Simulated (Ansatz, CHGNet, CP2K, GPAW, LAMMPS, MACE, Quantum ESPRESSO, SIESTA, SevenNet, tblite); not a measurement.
**SIESTA on liquid Al2O3 at 2500 K (95 atoms): settings against a plane-wave reference**

Wanted: SIESTA inputs and outputs for liquid Al2O3 at 2500 K (95 atoms), checked against a plane-wave reference.

Method: the method is named at each step, in SIESTA 5.4.2.

### Step 1. Set-up

The cell holds 95 atoms: 38 Al and 57 O. Cell: a = 10.461 Å, b = 10.461 Å, c = 10.461 Å, α = 90.0°, β = 90.0°, γ = 90.0°. 95 atoms (38 Al, 57 O) placed at random at 2.81 g/cm³, melted at 4500 K for 20 ps at fixed volume with the Morse and Coulomb pair potential with partial charges (Pedone, Malavasi, Menziani, Cormack and Segre, J. Phys. Chem. B 110, 11780 (2006)). Snapshot at the end of a hold of 20 ps at 2500 K and fixed volume.

The yardstick, on the same geometry:

- method: Kohn-Sham DFT, PBE, SSSP efficiency 1.3.0 pseudopotentials, plane waves (Quantum ESPRESSO 7.5); sssp-pbe-1.3.0-efficiency, cutoffs 60/480 Ry, Γ point
- r.m.s. force component: 2.806 eV/Å
- longest force: 14.18 eV/Å
- pressure: 4.765 GPa
- gap (highest filled to lowest empty level): 1.41 eV
- time: 3.1 min on 4 MPI ranks of Arm Neoverse V2, shared host
- CPU time: 12 min

### Step 2. PBE, DZP, shift 0.01 Ry, mesh 500 Ry

Method: Kohn-Sham DFT, PBE, PseudoDojo 0.4.1 norm-conserving pseudopotentials (converted to PSML), numerical atomic orbitals (DZP), diagonalisation.

The .psml files are PseudoDojo norm-conserving potentials that we converted to this format, checked against plane waves on the same files for H, C, O, Si, Ge and Ca alone.

Contents of input.fdf:

```
SystemLabel cell
NumberOfAtoms 95
NumberOfSpecies 2
%block ChemicalSpeciesLabel
  1 13 Al
  2 8 O
%endblock ChemicalSpeciesLabel
LatticeConstant 1.0 Ang
%block LatticeVectors
  10.46110 0.00000 0.00000
  0.00000 10.46110 0.00000
  0.00000 0.00000 10.46110
%endblock LatticeVectors
PAO.BasisSize DZP
PAO.EnergyShift 0.01 Ry
XC.Functional GGA
XC.Authors PBE
MeshCutoff 500 Ry
%block kgrid_Monkhorst_Pack
  1 0 0 0.0
  0 1 0 0.0
  0 0 1 0.0
%endblock kgrid_Monkhorst_Pack
SolutionMethod diagon
OccupationFunction FD
ElectronicTemperature 580 K
SCF.Mixer.Method Pulay
SCF.Mixer.Weight 0.15
SCF.Mixer.History 8
SCF.Mix Hamiltonian
MaxSCFIterations 300
SCF.DM.Tolerance 1e-04
SCF.H.Tolerance 1.0e-3 eV
WriteForces T
Write.HirshfeldPop T
Write.VoronoiPop T
Write.DM F
Write.H F
XML.Write F
AtomicCoordinatesFormat Fractional
%block AtomicCoordinatesAndAtomicSpecies
  0.31092 0.51954 0.21712 1
  0.72508 0.71464 0.51916 1
  0.26028 0.24210 0.79901 1
  0.88878 0.06937 0.19112 1
  0.90041 0.62339 0.28648 1
  0.68242 0.21330 0.99994 1
  0.70029 0.39764 0.17473 1
  0.88722 0.30090 0.84609 1
  0.67418 0.86242 0.28690 1
  0.66824 0.48780 0.73504 1
  0.82751 0.98856 0.88671 1
  0.10574 0.71448 0.45568 1
  0.06069 0.38405 0.60796 1
  0.71132 0.16131 0.29101 1
  0.48339 0.41899 0.94898 1
  0.10918 0.99850 0.34860 1
  0.96809 0.15614 0.54675 1
  0.21492 0.87924 0.64562 1
  0.16972 0.24799 0.24853 1
  0.52350 0.92503 0.08701 1
  0.19263 0.53841 0.85032 1
  0.38214 0.15450 0.04421 1
  0.27903 0.85572 0.91037 1
  0.40429 0.66326 0.73649 1
  0.35397 0.35611 0.55683 1
  0.10780 0.04185 0.99357 1
  0.07742 0.69380 0.03171 1
  0.63458 0.98000 0.53319 1
  0.80349 0.73535 0.02785 1
  0.59718 0.74641 0.85087 1
  0.06507 0.44710 0.37906 1
  0.92781 0.87977 0.61762 1
  0.59628 0.19822 0.72938 1
  0.91061 0.57390 0.77123 1
  0.74312 0.41029 0.45198 1
  0.49851 0.58581 0.49429 1
  0.34268 0.84513 0.35635 1
  0.42871 0.13587 0.34358 1
  0.32855 0.00307 0.39111 2
  0.18888 0.25679 0.63664 2
  0.42985 0.24662 0.66374 2
  0.64649 0.35113 0.68770 2
  0.39600 0.97644 0.04057 2
  0.31435 0.18043 0.18480 2
  0.16529 0.82429 0.34898 2
  0.08012 0.20734 0.36156 2
  0.65031 0.91427 0.96641 2
  0.63625 0.07520 0.65201 2
  0.80979 0.44518 0.81825 2
  0.60142 0.07753 0.38552 2
  0.59301 0.83146 0.48154 2
  0.49262 0.21991 0.93808 2
  0.82101 0.63108 0.63804 2
  0.03693 0.60830 0.35360 2
  0.93132 0.96270 0.76538 2
  0.18174 0.40529 0.25607 2
[... 35 atom lines left out ...]
  0.31705 0.80579 0.55228 2
  0.04404 0.47431 0.74946 2
  0.25267 0.15125 0.94798 2
  0.92510 0.98806 0.00654 2
%endblock AtomicCoordinatesAndAtomicSpecies
```

Run with:

```bash
OMP_NUM_THREADS=1 mpirun -np 2 siesta < input.fdf > output.txt
```

Log:

```text
Version         : 5.4.2
reinit: System Name:
reinit: System Label: cell
initatom: Reading input for the pseudopotentials and atomic orbitals ----------
Species number:   1 Atomic number:   13 Label: Al
Species number:   2 Atomic number:    8 Label: O
Ground state valence configuration (from tables):   3s02  3p01  3d00  4f00
Ground state valence configuration (from tables):   2s02  2p04  3d00  4f00
---- Processing specs for species: Al
GGA--PBE XC_GGA_X_PBE--XC_GGA_C_PBE pb
---- Processing specs for species: O
GGA--PBE XC_GGA_X_PBE--XC_GGA_C_PBE pb
Al pseudopotential only contains V_ls up to l=2 -- lmxkb reset.
O pseudopotential only contains V_ls up to l=2 -- lmxkb reset.
Using PAO.SplitTailNorm
%block ChemicalSpeciesLabel
    1   13 Al                      # Species index, atomic number, species label
    2    8 O                       # Species index, atomic number, species label
%endblock ChemicalSpeciesLabel
%block PAO.Basis                 # Define Basis set
Al                    2                    # Species label, number of l-shells
 n=3   0   2                         # n, l, Nzeta
   6.130      4.449
   1.000      1.000
 n=3   1   2 P   1                   # n, l, Nzeta, Polarization, NzetaPol
   7.969      5.883
   1.000      1.000
O                     2                    # Species label, number of l-shells
 n=2   0   2                         # n, l, Nzeta
   3.532      2.299
   1.000      1.000
 n=2   1   2 P   1                   # n, l, Nzeta, Polarization, NzetaPol
   4.300      2.782
   1.000      1.000
%endblock PAO.Basis
coor:   Atomic-coordinates input format  =     Fractional
siesta: System type = bulk
initatomlists: Number of atoms, orbitals, and projectors:     95  1235  1425
siesta: ******************** Simulation parameters ****************************
Total number of electrons:   456.000000
Total ionic charge:   456.000000
 Kpoints in:            1 . Kpoints trimmed:            1
siesta: k-grid: Number of k-points = 1
siesta: k-points from Monkhorst-Pack grid
siesta: k-cutoff (effective) =     5.231 Ang
siesta: k-point supercell and displacements
siesta: k-grid:     1     0     0      0.000
siesta: k-grid:     0     1     0      0.000
siesta: k-grid:     0     0     1      0.000
                     ====================================
                        Single-point calculation
                     ====================================
outcell: Unit cell vectors (Ang):
       10.461100    0.000000    0.000000
        0.000000   10.461100    0.000000
        0.000000    0.000000   10.461100
outcell: Cell vector modules (Ang)   :   10.461100   10.461100   10.461100
outcell: Cell angles (23,13,12) (deg):     90.0000     90.0000     90.0000
outcell: Cell volume (Ang**3)        :   1144.8064
Gamma-point calculation with multiply-connected orbital pairs
Gamma-point calculation with multiply-connected orbital pairs
Folding of H and S implicitly performed
Folding of H and S implicitly performed
new_DM -- step:     1
Initializing Density Matrix...
Attempting to read DM from file... Failed...
DM filled with atomic data:
InitMesh: MESH = 144 x 144 x 144 = 2985984
InitMesh: Mesh cutoff (required, used) =   500.000   523.688 Ry
stepf: Fermi-Dirac step function
        iscf     Eharris(eV)        E_KS(eV)     FreeEng(eV)     dDmax    Ef(eV) dHmax(eV)
   scf:    1   -27868.292532   -28029.360771   -28029.360771  1.814596 -6.893190 11.634844
   scf:    2   -28124.681138   -28081.189253   -28081.189253  0.067846 -6.278667  7.188155
   scf:    3   -28117.848448   -28110.541896   -28110.541903  0.104324 -5.422775  2.400347
   scf:    4   -28111.049957   -28110.980964   -28110.980964  0.024639 -5.590762  0.451329
   scf:    5   -28111.178679   -28111.093486   -28111.093486  0.012873 -5.580981  0.465172
   scf:    6   -28111.203481   -28111.154820   -28111.154824  0.024000 -5.537559  0.142251
[...]
scf:   10   -28111.168723   -28111.168662   -28111.168667  0.000620 -5.538941  0.004573
   scf:   11   -28111.168683   -28111.168674   -28111.168680  0.000290 -5.539453  0.004655
   scf:   12   -28111.168677   -28111.168676   -28111.168681  0.000048 -5.539209  0.000744
SCF Convergence by DM+H criterion
max |DM_out - DM_in|         :     0.0000482123
max |H_out - H_in|      (eV) :     0.0007438958
SCF cycle converged after 12 iterations
Using DM_out to compute the final energy and forces
siesta: E_KS(eV) =           -28111.1687
siesta: E_KS - E_eggbox =    -28111.1687
siesta: Atomic forces (eV/Ang):
     1    1.255274   -0.040886    0.188909
     2    0.794920   -0.017237    1.796567
     3    0.905766    0.065700   -1.831273
     4    5.569126    0.137440   -5.814213
     5   -1.815493   -2.440828   -8.960558
     6   -3.342584   -2.500996    3.770200
[...]
93    2.691628    0.051590    0.939579
    94   -3.853894   -0.384338   -1.946439
    95    2.803876    0.756373    5.807144
----------------------------------------
   Tot    0.002949    0.005401    0.001175
----------------------------------------
   Max   13.007754
   Res    2.961024    sqrt( Sum f_i^2 / 3N )
----------------------------------------
   Max   13.007754    constrained
Stress tensor Voigt[x,y,z,yz,xz,xy] (kbar):      -57.05      -55.31      -96.44      -41.42      -10.84       -9.16
(Free)E + p*V (eV/cell)   -28061.4377
Target enthalpy (eV/cell)   -28111.1687
siesta: Program's energy decomposition (eV):
siesta: Ebs     =     -6159.758433
siesta: Eions   =     42854.756681
siesta: Ena     =      7746.096715
siesta: Ekin    =     18482.010094
siesta: Enl     =     -3760.084621
siesta: DEna    =       -56.816194
siesta: DUscf   =        41.085855
siesta: Ex      =     -7162.342321
siesta: Ec      =      -546.361523
siesta: Exc     =     -7708.703843
siesta: Eharris =    -28111.168677
siesta: Etot    =    -28111.168676
siesta: FreeEng =    -28111.168681
siesta: Final energy (eV):
siesta:  Band Struct. =   -6159.758433
siesta:       Kinetic =   18482.010094
siesta:       Hartree =    9794.883209
siesta:         Exch. =   -7162.342321
siesta:         Corr. =    -546.361523
siesta:   Exch.-corr. =   -7708.703843
siesta:  Ion-electron =  -35728.097529
siesta:       Ion-ion =  -12951.260606
siesta:         Total =  -28111.168676
siesta:         Fermi =      -5.539209
siesta: Stress tensor (static) (eV/Ang**3):
siesta:    -0.035607   -0.005716   -0.006768
siesta:    -0.005716   -0.034524   -0.025851
siesta:    -0.006768   -0.025851   -0.060191
siesta: Cell volume =       1144.806432 Ang**3
siesta: Pressure (static):
siesta:                Solid            Molecule  Units
siesta:           0.00047313          0.00071165  Ry/Bohr**3
siesta:           0.04344055          0.06534095  eV/Ang**3
siesta:          69.59943244        104.68774090  kBar
    Orbital volume contribution        =          55.629022 eV
    (Free)E + p_basis*V_orbitals       =      -28055.539659 eV
    (Free)Eharris+ p_basis*V_orbitals  =      -28055.539660 eV
Hirshfeld Atomic Populations:
Atom #   charge [q] valence [e]  Species
     1     0.498326    2.501674  Al
     2     0.293643    2.706357  Al
     3     0.454920    2.545080  Al
     4     0.425983    2.574017  Al
     5     0.328149    2.671851  Al
     6     0.356541    2.643459  Al
[...]
39    -0.282051    6.282051  O
    40    -0.249909    6.249909  O
    41    -0.307377    6.307377  O
    42    -0.302660    6.302660  O
    43    -0.309421    6.309421  O
    44    -0.246491    6.246491  O
[...]
--------------------
 Total    -0.000002
Voronoi Atomic Populations:
Atom #   charge [q] valence [e]  Species
[...]
36     0.534607    2.465393  Al
    37     0.464953    2.535047  Al
    38     0.506220    2.493780  Al
[...]
93    -0.262594    6.262594  O
    94    -0.278775    6.278775  O
    95    -0.305141    6.305141  O
--------------------
 Total    -0.000002
```

Wall time 4.9 min (2 MPI ranks of Arm Neoverse V2, shared host); peak memory 2.9 GiB.

Banners, paths, timers and routine set-up lines are dropped from the logs unmarked, and long logs keep their key lines alone; longer cuts are marked.

Against the reference:

| Item | Value |
| --- | --- |
| r.m.s. force component | 2.961 eV/Å |
| r.m.s. difference of force components | 214.5 meV/Å |
| longest difference of force vectors | 711.8 meV/Å |
| force difference over r.m.s. force | 7.644 % |
| slope of forces against the reference's | 1.054 |
| correlation of force components | 0.9987 |
| gap (highest filled to lowest empty level) | 1.335 eV |
| gap difference | -0.0751 eV |
| pressure | 6.96 GPa |
| pressure difference | 2.195 GPa |

Length of the force difference by element (eV/Å):

| element | atoms | mean | most |
| --- | --- | --- | --- |
| Al | 38 | 0.34 | 0.71 |
| O | 57 | 0.34 | 0.64 |

Levels nearest the highest filled one (eV from it): -0.89, -0.83, -0.76, -0.64, -0.55, -0.42, -0.40, -0.34, -0.20, -0.13, -0.09, 0.00, 1.34, 2.58, 2.79, 3.28, 3.36, 3.57, 3.74, 3.92, 4.03, 4.18, 4.26, 4.31.

A closer look about Al14, whose charge lies farthest from its element's mean: 9 atoms, nearest first, numbered in the order of the input, with positions taken from that point.

| atom | x | y | z | distance (Å) | bonds | Hirshfeld charge (e) | Fx | Fy | Fz (eV/Å) |
| --- | --- | --- | --- | --- | --- | --- | --- | --- | --- |
| Al14 | 0.00 | 0.00 | 0.00 | 0.00 | 6 | 0.26 | -3.24 | 1.79 | 0.82 |
| O50 | -1.15 | -0.88 | 0.99 | 1.75 | 3 | -0.23 | -2.92 | -1.39 | 0.79 |
| O67 | 0.90 | 0.59 | 1.40 | 1.76 | 3 | -0.30 | 2.88 | 0.01 | 2.69 |
| O88 | 1.01 | 0.60 | -1.45 | 1.86 | 4 | -0.20 | 0.12 | -0.78 | -0.33 |
| O61 | 0.89 | -1.94 | -0.17 | 2.14 | 3 | -0.24 | -0.89 | 0.34 | 1.83 |
| O57 | -0.64 | 2.04 | 0.21 | 2.15 | 3 | -0.30 | -4.24 | -3.40 | 5.18 |
| O74 | -1.35 | -0.43 | -1.65 | 2.17 | 4 | -0.26 | 0.59 | -0.36 | 0.85 |
| Al4 | 1.86 | -0.96 | -1.04 | 2.34 | 4 | 0.43 | 5.57 | 0.14 | -5.81 |
| Al7 | -0.12 | 2.47 | -1.22 | 2.76 | 4 | 0.44 | 3.52 | 2.63 | -0.68 |

Forces lie 7.6 % from the reference's, at 0.79 times its CPU time (on 2 against 4 cores).

### Step 3. PBE, DZ, shift 0.01 Ry, mesh 500 Ry

Method: Kohn-Sham DFT, PBE, PseudoDojo 0.4.1 norm-conserving pseudopotentials (converted to PSML), numerical atomic orbitals (DZ), diagonalisation.

input.fdf, as its differences from that of step 2:

```diff
@@ -13,3 +13,3 @@
 %endblock LatticeVectors
-PAO.BasisSize DZP
+PAO.BasisSize DZ
 PAO.EnergyShift 0.01 Ry
```

Log:

```text
Version         : 5.4.2
reinit: System Name:
reinit: System Label: cell
initatom: Reading input for the pseudopotentials and atomic orbitals ----------
Species number:   1 Atomic number:   13 Label: Al
Species number:   2 Atomic number:    8 Label: O
Ground state valence configuration (from tables):   3s02  3p01  3d00  4f00
Ground state valence configuration (from tables):   2s02  2p04  3d00  4f00
---- Processing specs for species: Al
GGA--PBE XC_GGA_X_PBE--XC_GGA_C_PBE pb
---- Processing specs for species: O
GGA--PBE XC_GGA_X_PBE--XC_GGA_C_PBE pb
Using PAO.SplitTailNorm
%block ChemicalSpeciesLabel
    1   13 Al                      # Species index, atomic number, species label
    2    8 O                       # Species index, atomic number, species label
[... lines left out ...]
Total number of electrons:   456.000000
[... lines left out ...]
stepf: Fermi-Dirac step function
        iscf     Eharris(eV)        E_KS(eV)     FreeEng(eV)     dDmax    Ef(eV) dHmax(eV)
[... lines left out ...]
SCF Convergence by DM+H criterion
[... lines left out ...]
SCF cycle converged after 13 iterations
[... lines left out ...]
   Max   13.785667
[... lines left out ...]
   Max   13.785667    constrained
Stress tensor Voigt[x,y,z,yz,xz,xy] (kbar):     -106.54     -105.92     -160.34      -51.91       -4.12       -1.73
[... lines left out ...]
siesta: DEna    =       -64.104426
siesta: DUscf   =        47.770753
siesta: Ex      =     -7174.136782
siesta: Ec      =      -545.348446
siesta: Exc     =     -7719.485228
siesta: Eharris =    -28062.651280
siesta: Etot    =    -28062.651279
siesta: FreeEng =    -28062.651308
siesta: Final energy (eV):
siesta:  Band Struct. =   -6087.346144
siesta:       Kinetic =   18569.804306
siesta:       Hartree =    9822.275069
siesta:         Exch. =   -7174.136782
siesta:         Corr. =    -545.348446
siesta:   Exch.-corr. =   -7719.485228
siesta:  Ion-electron =  -35783.984821
siesta:       Ion-ion =  -12951.260606
siesta:         Total =  -28062.651279
siesta:         Fermi =      -5.263320
siesta: Stress tensor (static) (eV/Ang**3):
siesta:    -0.066499   -0.001079   -0.002573
siesta:    -0.001079   -0.066109   -0.032402
siesta:    -0.002573   -0.032402   -0.100079
siesta: Cell volume =       1144.806432 Ang**3
siesta: Pressure (static):
siesta:                Solid            Molecule  Units
siesta:           0.00084476          0.00108050  Ry/Bohr**3
siesta:           0.07756235          0.09920682  eV/Ang**3
siesta:         124.26858492        158.94684367  kBar
    Orbital volume contribution        =          37.217221 eV
    (Free)E + p_basis*V_orbitals       =      -28025.434087 eV
    (Free)Eharris+ p_basis*V_orbitals  =      -28025.434088 eV
Hirshfeld Atomic Populations:
Atom #   charge [q] valence [e]  Species
     1     0.532689    2.467311  Al
     2     0.326832    2.673168  Al
     3     0.491003    2.508997  Al
[...]
39    -0.302751    6.302751  O
    40    -0.273207    6.273207  O
    41    -0.328437    6.328437  O
[...]
--------------------
 Total    -0.000007
Voronoi Atomic Populations:
Atom #   charge [q] valence [e]  Species
[...]
37     0.518637    2.481363  Al
    38     0.552942    2.447058  Al
[...]
94    -0.303592    6.303592  O
    95    -0.333148    6.333148  O
--------------------
 Total    -0.000007
```

Wall time 1.8 min (2 MPI ranks); peak memory 1.7 GiB; 3.5 min of CPU time.

Compared with the plane-wave run:

```yaml
r_m_s_force_component: 3.362 eV/Å
r_m_s_difference_of_force_components: 709.9 meV/Å
longest_difference_of_force_vectors: 2498 meV/Å
force_difference_over_r_m_s_force: 25.3 %
slope_of_forces_against_the_reference_s: 1.186
correlation_of_force_components: 0.9897
spacing_of_highest_filled_and_lowest_empty_level: 1.157 eV
gap_difference: -0.2529 eV
pressure: 12.43 GPa
pressure_difference: 7.662 GPa
```

This is a coarse setting, run to see what it loses.

Against the first run (7.6 %), the force difference from the reference is 25 %, at 0.36 times the CPU time, with 760 basis functions against 1235: the smaller basis costs accuracy.

### Step 4. Side by side

Differences are against the plane-wave reference, forces as r.m.s. over components; share is that over the reference's r.m.s. force, slope the least-squares factor from reference forces to these. Total energies of different programs have different zeros and aren't compared.

| run | Δ force, r.m.s. (meV/Å) | share (%) | slope | Δ pressure (GPa) | Δ gap (eV) | cores | CPU time | memory (GiB) |
| --- | --- | --- | --- | --- | --- | --- | --- | --- |
| reference | - | - | - | - | - | 4 | 12 min | 4.2 |
| SIESTA PBE, DZP, shift 0.01 Ry, mesh 500 Ry | 214 | 7.64 | 1.054 | 2.20 | -0.0751 | 2 | 9.7 min | 2.9 |
| SIESTA PBE, DZ, shift 0.01 Ry, mesh 500 Ry (coarse) | 710 | 25.3 | 1.186 | 7.66 | -0.253 | 2 | 3.5 min | 1.7 |

Rows marked coarse were listed beforehand as settings not expected to be converged; some can still land near the reference.

CPU time is summed over cores on a shared host, where runs went side by side, so it is rough. Symmetry, cutoffs, thresholds, outputs and thread counts weren't matched or tuned between programs; memory under MPI is the largest rank's times the ranks.

### Step 5. Results

```json
{
  "nearest in forces": "SIESTA PBE, DZP, shift 0.01 Ry, mesh 500 Ry, 7.6 %",
  "its CPU time": "9.7 min"
}
```

In words: The PBE run in local orbitals, coarse settings apart, differs by 7.6 % (SIESTA PBE, DZP, shift 0.01 Ry, mesh 500 Ry); basis, grid and potentials can all enter. Runs with settings chosen to be coarse differ by 25 % (SIESTA PBE, DZ, shift 0.01 Ry, mesh 500 Ry), their programs' other errors included. One electronic-structure run takes under half the reference's CPU time: SIESTA PBE, DZ, shift 0.01 Ry, mesh 500 Ry, at 25 % in 3.5 min against 12 min; its pressure misses by +7.7 GPa. SIESTA PBE, DZ, shift 0.01 Ry, mesh 500 Ry stiffens the forces by a factor of 1.19 while following their directions (correlation 0.990); the slopes of the 2 SIESTA runs lie between 1.05 and 1.19. At the same functional, gaps differ from the reference's 1.41 eV by between -0.25 and -0.08 eV. In pressure, SIESTA PBE, DZ, shift 0.01 Ry, mesh 500 Ry misses by +7.7 GPa, at the same functional. The reference's pressure holds the uncorrected Pulay stress of its 60 Ry basis, so small pressure differences, and their order, may be the reference's own error. The frame stands for 2500 K, but pressures are static and levels are smeared at 580 K. The network of bonds at the start is that of the classical potential that made the cell, and needn't be the one that DFT or experiment would give. The reference's stress is far from hydrostatic: its diagonal is 3.6, 3.5, 7.3 GPa, compression counted positive. The electronic-structure runs sample only Γ, in a cell whose shortest periodic width is 10 Å.

[Also dropped from logs without a mark: logging warnings of Python, and SIESTA's first energy breakdown and zero terms.]

[Logs are printed without paths, hosts, clocks, repeated set-up lines and the standing remarks that a program may print on its own settings, such as how far it seeks lower states.]

[Hosts, paths, dates, database ids (printed as entryN), source tags and the programs' standing remarks are cut or masked in the printed files.]
